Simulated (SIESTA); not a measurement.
Crystal: BN.

```
N B
1.0
     0.00000    1.81300    1.81300
     1.81300    0.00000    1.81300
     1.81300    1.81300    0.00000
N B
1 1
Direct
  0.25000 0.25000 0.25000
  0.00000 0.00000 0.00000
```

The cell is a database's computed one.

Program: SIESTA 5.4.2. Alike in all runs: task single point; level PBE; no spin polarisation; cell as given; k mesh 13 × 13 × 13; smearing fermi-dirac 0.05 eV; grid cutoff 800 Ry; energy shift 0.003 Ry.

Order these runs on this cell by their pressure, lowest first.
A. potentials or basis PseudoDojo 0.4 standard (PBE files), SZ (energy shift 0.003 Ry)
B. potentials or basis PseudoDojo 0.4 standard (PBE files), DZ (energy shift 0.003 Ry)
C. potentials or basis PseudoDojo 0.4 standard (PBE files), DZP (energy shift 0.003 Ry)
D. potentials or basis PseudoDojo 0.4 standard (PBE files), SZP (energy shift 0.003 Ry)

C (2.6 GPa), B (7.7 GPa), D (11.5 GPa), A (20.2 GPa).

Caveats: the basis of atomic orbitals isn't converged, which shifts pressures, moduli and gaps; the basis has no polarisation orbitals (some runs).
